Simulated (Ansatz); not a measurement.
# Te2Mo in Ansatz: relaxation of cell and atoms with RPBE

Aim: the relaxation of cell and atoms of Te2Mo with RPBE.

Everything below comes from runs of Ansatz 0.2.0. Logs are shortened: lines on timing, memory, paths and dates and some standing lists are left out, and cuts for length are marked.

## (1) The structure

The cell holds a slab with vacuum, 6 atoms: a = 6.362 Å, b = 3.480 Å, c = 36.176 Å, α = 90.00°, β = 90.14°, γ = 90.00°.

## (2) Relaxation of cell and atoms, RPBE

File input.yaml:

```yaml
crystal:
  lattice:
    - [6.3616090156, 0.0, 0.0]
    - [0.0, 3.48040306, 0.0]
    - [-0.0857412231, 0.0, 36.1758904685]
  atoms:
    - { symbol: Te, position: [0.4292511, 0.75, 0.54070358] }
    - { symbol: Te, position: [0.5707489, 0.25, 0.45929642] }
    - { symbol: Te, position: [0.92084787, 0.25, 0.55652732] }
    - { symbol: Te, position: [0.07915213, 0.75, 0.44347268] }
    - { symbol: Mo, position: [0.18134756, 0.25, 0.49746537] }
    - { symbol: Mo, position: [0.81865244, 0.75, 0.50253463] }
hamiltonian:
  xc: rpbe
  pseudopotentials: { kind: paw }
kpoints:
  mp_grid: { grid: [4, 8, 1] }
scf:
  occupations: { method: fermi_dirac, width: 0.05 }
output:
  forces: true
  stress: true
relax:
  f_tol: 0.01
  max_steps: 40
  cell: { stress_tol: 0.05 }
```

Potentials or basis: Ansatz PAW.

Run with:

```bash
> ansatz run input.yaml --threads 2 --pin off --max-ram 5632MiB --backend cpu --events-out ev --progress --plain --runs-dir out
```

Standard output:

```text
Warning: RAYON_NUM_THREADS=2 ignored (pool sized by the plan → 2); use --threads N
Engine: ansatz 0.2.0, aarch64-unknown-linux-gnu
Pseudopotentials: kind: paw
Pseudopotential: Te, paw, valence charge 16, recommended cutoff 420 eV (normal), Te.paw.azcp
Pseudopotential: Mo, paw, valence charge 14, recommended cutoff 420 eV (normal), Mo.paw.azcp
Functional definition: RPBE
  parameter kappa = 0.804
  parameter beta = 0.06672455060314922
  exchange = rpbe_x(kappa = kappa, mu = beta*pi^2/3)
  correlation = pbe_c(beta = beta)
Crystal: 6 atoms, lattice volume = 800.969 Å³
Basis set: ecut = 420 eV, 15635 PW (Γ), exchange–correlation on 90×48×486 points (8 copies of the dense FFT grid, shifted against one another)
Bands: 56, of which v1, the nominal top of the filled ones, is band 46 counted from 1 (45 counted from 0)
Symmetry: 4 space group operations
Space group: P21/m (ITA 11), of the structure as read, at distance tolerance 9.3e-5 Å
k-points: 15 of 32
Non-local potential: Te, projectors of the file, l = 0: 2, l = 1: 2, l = 2: 2, l = 3: 2
Non-local potential: Mo, projectors of the file, l = 0: 3, l = 1: 2, l = 2: 2, l = 3: 1
PAW form: soft (Blöchl's): semilocal exchange-correlation on the pseudo side does not see the compensation charge
PAW frozen core: Te, regenerated for the run's functional, and the local potential with it (the file was generated under x = pbe(κ = 0.804, μ = 0.2195149727645171), c = pbe(β = 0.06672455060314922))
PAW frozen core: Mo, regenerated for the run's functional, and the local potential with it (the file was generated under x = pbe(κ = 0.804, μ = 0.2195149727645171), c = pbe(β = 0.06672455060314922))
PAW one-centre angular grid: Te, 590 points (default); XC on 64 Gauss nodes
PAW one-centre angular grid: Mo, 590 points (default); XC on 64 Gauss nodes
Initial density: superposition of atomic densities (neutral atoms: chi_scale 0, normalization atom), corrected by the library's trained network
Initial wavefunctions: pseudopotential atomic-orbital guess
Functional: x = rpbe, c = pbe(β = 0.06672455060314922)
SCF iter   1: F=—  HF=-37882.948339 eV  |F-HF|=—  |Δ(HF+E_count)|=         —  Δρ=2.55e-3  dr2=9.47e-2  ethr=1.77e-3  ⟨swp⟩=10.7  Hψ=3755  notcnv=0  defer=1
preconditioner: auto → LDOS  [metal: Δε(μ)=0.145 eV  Ē_g=7.130 eV  σ=0.050 eV  W_gap=0.46  n_scr=72 (ndim 8)  ℏωp=7.9 eV  f_vac=0.785  D(μ)=0.98/eV (n_scr^D=4)  β→1.0]
SCF iter   2: F=—  HF=-37883.012358 eV  |F-HF|=—  |Δ(HF+E_count)|=   6.40e-2  Δρ=3.81e-3  dr2=5.71e-1  ethr=1.03e-4  ⟨swp⟩=4.9  Hψ=2185  notcnv=0  defer=30
SCF iter   3: F=—  HF=-37882.953216 eV  |F-HF|=—  |Δ(HF+E_count)|=   5.91e-2  Δρ=9.72e-4  dr2=2.49e-2  ethr=1.03e-4  ⟨swp⟩=3.0  Hψ=1573  notcnv=0  defer=30
SCF iter   4: F=—  HF=-37882.950299 eV  |F-HF|=—  |Δ(HF+E_count)|=   2.92e-3  Δρ=1.54e-4  dr2=4.71e-4  ethr=2.70e-5  ⟨swp⟩=2.0  Hψ=978  notcnv=0  defer=30
SCF iter   5: F=—  HF=-37882.950182 eV  |F-HF|=—  |Δ(HF+E_count)|=   1.16e-4  Δρ=5.23e-5  dr2=3.80e-5  ethr=5.12e-7  ⟨swp⟩=3.0  Hψ=1589  notcnv=0  defer=30
SCF iter   6: F=—  HF=-37882.950393 eV  |F-HF|=—  |Δ(HF+E_count)|=   2.11e-4  Δρ=1.13e-5  dr2=2.20e-6  ethr=4.13e-8  ⟨swp⟩=2.1  Hψ=1415  notcnv=0  defer=30
SCF iter   7: F=—  HF=-37882.950394 eV  |F-HF|=—  |Δ(HF+E_count)|=   5.98e-7  Δρ=4.15e-6  dr2=2.51e-7  ethr=2.39e-9  ⟨swp⟩=3.1  Hψ=1749  notcnv=0  defer=30
SCF iter   8: F=-37882.950394 eV  HF=-37882.950394 eV  |F-HF|=3.81e-8  |Δ(HF+E_count)|=   2.33e-7  Δρ=1.23e-6  dr2=2.13e-8  ethr=1.09e-10  ⟨swp⟩=5.1  Hψ=2813  notcnv=0
SCF 1 converged in 8 iterations: F = -37882.950394 eV  dr2 = 2.13e-8
[... 62 lines left out ...]
SCF iter   4: F=—  HF=-37882.979960 eV  |F-HF|=—  |Δ(HF+E_count)|=   3.06e-6  Δρ=7.24e-7  dr2=2.29e-8  ethr=1.42e-10  ⟨swp⟩=2.0  Hψ=1050  notcnv=0
SCF iter   5: F=—  HF=-37882.979960 eV  |F-HF|=—  |Δ(HF+E_count)|=   4.03e-8  Δρ=3.54e-7  dr2=3.57e-9  ethr=2.49e-11  ⟨swp⟩=2.0  Hψ=1065  notcnv=0
SCF iter   6: F=—  HF=-37882.979960 eV  |F-HF|=—  |Δ(HF+E_count)|=   8.37e-8  Δρ=1.26e-7  dr2=2.59e-10  ethr=3.88e-12  ⟨swp⟩=2.1  Hψ=1416  notcnv=0
SCF iter   7: F=-37882.979960 eV  HF=-37882.979960 eV  |F-HF|=4.05e-8  |Δ(HF+E_count)|=   5.85e-8  Δρ=5.62e-8  dr2=4.19e-11  ethr=1.00e-12  ⟨swp⟩=6.0  Hψ=2972  notcnv=0
SCF 6 converged in 7 iterations: F = -37882.979960 eV  dr2 = 4.19e-11
relax step   6: F+E_penalty+E_count = -37882.97996042 eV  Δ(F+E_penalty+E_count) = -4.568e-4 eV  max|allowed force component| = 1.630e-3 eV/Å  Δτ_max = 0.0000 Å  P = -0.001 GPa  Ω = 813.304 Å³  stress off target by 2.56e-3 GPa  SCF on the basis re-selected at this cell (its energy is not comparable with the rows above)  (7 SCF iters)
basis re-selected at this cell: Δ(F+E_penalty+E_count) = -4.568e-4 eV, ΔP = -0.000 GPa vs the last step (what re-selecting the basis moved, of the pressure what is left beyond the Pulay correction that the steps carried, after the strain that the cell walked since its last selection, with what the two solves' SCF thresholds leave and, on support functions, any second-order correction that the steps lacked; it is no measure of the basis error at this ecutwfc). This SCF's stress stands 2.56e-3 GPa from its target on what of the cell is left free (relax.cell.stress_tol is 5.00e-2 GPa) and its largest allowed force component is 1.63e-3 eV/Å (relax.f_tol is 1.00e-2 eV/Å): within both
SCF converged after 7 iterations
Free energy (F): -37882.979960 eV
Harris-Foulkes:  -37882.979960 eV  (|F-HF|=4.05e-8)
Internal energy: -37882.971318 eV  (E = F + TS)
E sigma→0 (E₀):  -37882.975639 eV
Entropy (-TS):   -0.008643 eV (-1.440 meV/atom)
Fermi energy:    -1.323496 eV
--- Per-component energies (eV) ---
  E_band       = -2422.316477
  E_kinetic    = 1601.122909
  E_local      = -154437.116195  (includes V_loc(G=0)·N_el)
  E_nonlocal   = -959.740929
  E_hartree    = 77025.274576
  E_xc         = -863.776859
  E_vxc        = -872.036292  (∫ρ·V_xc dr)
  E_paw        = -25101.908154  (= ΣΔE_a)
  E_vpaw       = -1805.094198  (= ΣTr[D̂ρ^β])
  E_aug_tail   = -0.000587  (compensation charges beyond the density's cutoff)
  E_ewald      = 64853.512025
  E_core_change = -0.338103  (= ΣΔE_core)
  E_smearing   = -0.008643  (= −TS)
  E_closure    = -0.000000  (closes the sum)
  Σ components = -37882.979960   (vs F -37882.979960, Δ=0.00e0)
--- Forces (eV/Å), atoms counted from 1 ---
  atom   1  Te    -0.00062411     0.00000000    -0.00088017
  atom   2  Te     0.00062411    -0.00000000     0.00088017
  atom   3  Te    -0.00050463     0.00000000     0.00162951
  atom   4  Te     0.00050463    -0.00000000    -0.00162951
  atom   5  Mo     0.00151816     0.00000000    -0.00075343
  atom   6  Mo    -0.00151816    -0.00000000     0.00075343
  max |Σ_I F_I| component: 0.00e0 eV/Å
--- Stress (GPa, compression-positive) ---
       -0.002357      -0.000000      -0.000833
       -0.000000      -0.000596      -0.000000
       -0.000833      -0.000000       0.000804
  P = ⅓ Tr σ = -0.0007 GPa (-0.007 kbar)
--- Relaxed structure (5 steps of the walk, 4 accepted, 1 SCFs on fresh bases) ---
  F+E_penalty+E_count = -37882.97996042 eV   max|allowed force component| = 1.630e-3 eV/Å   (the final SCF, on the basis selected at the relaxed cell)
  cell:  # Å, volume = 813.3035 Å³
    - [6.427787501951802, 0.0, 0.001117751531560794]
    - [0.0, 3.4988225249620943, 0.0]
    - [-0.08027697144152982, 0.0, 36.16338373958888]
  atoms:
    - { symbol: Te, position: [0.43021927647148517, 0.75, 0.5409220664863502] }
    - { symbol: Te, position: [0.5697807235285148, 0.25, 0.4590779335136497] }
    - { symbol: Te, position: [0.9213066826633334, 0.25, 0.5571952463177624] }
    - { symbol: Te, position: [0.07869331733666676, 0.75, 0.4428047536822378] }
    - { symbol: Mo, position: [0.1812808327325998, 0.25, 0.4974334080477005] }
    - { symbol: Mo, position: [0.8187191672674002, 0.75, 0.5025665919522997] }
```

It took 1.7 min on 2 threads of Arm Neoverse V1, shared host; peak memory 1.2 GiB.

What came out:

```
Free energy                            : -37882.9800 eV
Relaxed volume                         : 135.55 Å³/atom
Relaxed cell                           : a = 6.428 Å, b = 3.499 Å, c = 36.163 Å, α = 90.00°, β = 90.12°, γ = 90.00°
Space group after relaxing (to 0.05 Å) : P2_1/m (No. 11)
Energy gained by relaxing              : 4.9 meV/atom
Ionic steps                            : 5
```

Step by step:
| step | energy change (eV) | largest force (eV/Å) | volume (Å³) |
| --- | --- | --- | --- |
| 1 | 0.0000 | 0.4555 | 800.97 |
| 2 | -0.0281 | 0.0702 | 813.73 |
| 3 | -0.0288 | 0.0601 | 812.94 |
| 4 | -0.0291 | 0.0017 | 813.30 |
| 5 | -0.0296 | 0.0017 | 813.30 |

Final structure:
```
Te Mo
1.0
     6.42779    0.00000    0.00112
     0.00000    3.49882    0.00000
    -0.08028    0.00000   36.16338
Te Mo
4 2
Direct
  0.43022 0.75000 0.54092
  0.56978 0.25000 0.45908
  0.92131 0.25000 0.55720
  0.07869 0.75000 0.44280
  0.18128 0.25000 0.49743
  0.81872 0.75000 0.50257
```

Caveat: the plane-wave basis is chosen anew once the cell has moved, so the energies of steps on either side of that aren't comparable; the PAW data sets come from PBE, with cores solved anew for the run's functional, which leaves a small shift of forces and pressure.
